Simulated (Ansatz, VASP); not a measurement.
## One calculation of Na4HF3, two programs

```
Na H F
1.0
     4.94700    0.00000    0.00000
     0.00000    4.94700    0.00000
     0.00000    0.00000    4.94700
Na H F
4 1 3
Direct
  0.00000 0.00000 0.00000
  0.50000 0.50000 0.00000
  0.50000 0.00000 0.50000
  0.00000 0.50000 0.50000
  0.50000 0.50000 0.50000
  0.00000 0.00000 0.50000
  0.00000 0.50000 0.00000
  0.50000 0.00000 0.00000
```

Alike in both runs: task single point; functional PBE; k mesh 4 × 4 × 4; occupations gaussian, width 0.1 eV; no spin polarisation.

|  | VASP | Ansatz |
| --- | --- | --- |
| version | VASP 6.6.1 | Ansatz 0.2.0 |
| potentials or method | VASP PAW PBE potentials, release 64 (Na_pv, H, F) | scalar-relativistic, plane waves, PAW |
| plane-wave cutoff (eV) | 520 | 420 |
| valence electrons in the cell | 50 | 58 |

Ansatz gave:

- gap on the k mesh at the Fermi level (eV): 4.65
- least direct gap on the mesh (eV): 4.79
- pressure (GPa): -3.9

Problem. Estimate VASP's values.

Solution. gap on the k mesh at the Fermi level (eV): 4.65; least direct gap on the mesh (eV): 4.79; pressure (GPa): -4.1.

The two sets of potentials don't hold the same shells in valence.

A k mesh can miss the band edges. PBE gaps usually lie below the measured ones, often by a third to a half.
